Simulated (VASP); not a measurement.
Input of a VASP 6.6.1 run:

INCAR

```
  PREC = Accurate
  ENCUT = 600
  EDIFF = 1E-7
  ISMEAR = 0
  SIGMA = 0.03
  LREAL = F
  LASPH = T
  NELM = 80
  ALGO = Normal
  ISIF = 3
  LWAVE = F
  LCHARG = F
  GGA = MK
  LUSE_VDW = T
  AGGAC = 0.0
  PARAM1 = 0.1234
  PARAM2 = 0.711357
  ZAB_VDW = -1.8867
  IBRION = 2
  NSW = 90
  EDIFFG = -0.005
```

The input KPOINTS:

```
regular mesh
0
Gamma
  9 9 2
```

POSCAR

```
MoSe2                                   
1.0
    3.3035869251     -0.0000000000      0.0000000000
   -1.6517934625      2.8609902031      0.0000000000
   -0.0000000000     -0.0000000000     13.0315895773
  Mo              Se            
     2     4
Direct
     0.3333333300000021    0.6666666699999979    0.2500000000000000
     0.6666666699999979    0.3333333300000021    0.7500000000000000
     0.3333333300000021    0.6666666699999979    0.6213321846833352
     0.6666666699999979    0.3333333300000021    0.1213321846833351
     0.3333333300000021    0.6666666699999979    0.8786678153166648
     0.6666666699999979    0.3333333300000021    0.3786678153166649
```

Potentials or basis: VASP PAW PBE potentials, release 64 (Mo_sv, Se).

Run with:

```sh
$ cat potpaw_PBE.64/Mo_sv/POTCAR potpaw_PBE.64/Se/POTCAR > POTCAR
$ mpirun -np 1 vasp_std > vasp.out
```

Q: Predict the band gap on the k mesh.

A: 0.91 eV, indirect (least direct gap 1.42 eV).

Final structure:
```
Mo Se
1.0
     3.30323    0.00000    0.00000
    -1.65161    2.86068    0.00000
     0.00000    0.00000   13.03468
Mo Se
2 4
Direct
  0.33333 0.66667 0.25000
  0.66667 0.33333 0.75000
  0.33333 0.66667 0.62131
  0.66667 0.33333 0.12131
  0.33333 0.66667 0.87869
  0.66667 0.33333 0.37869
```

Caveat: an odd mesh through Γ misses points on the zone boundary, where band edges often lie.
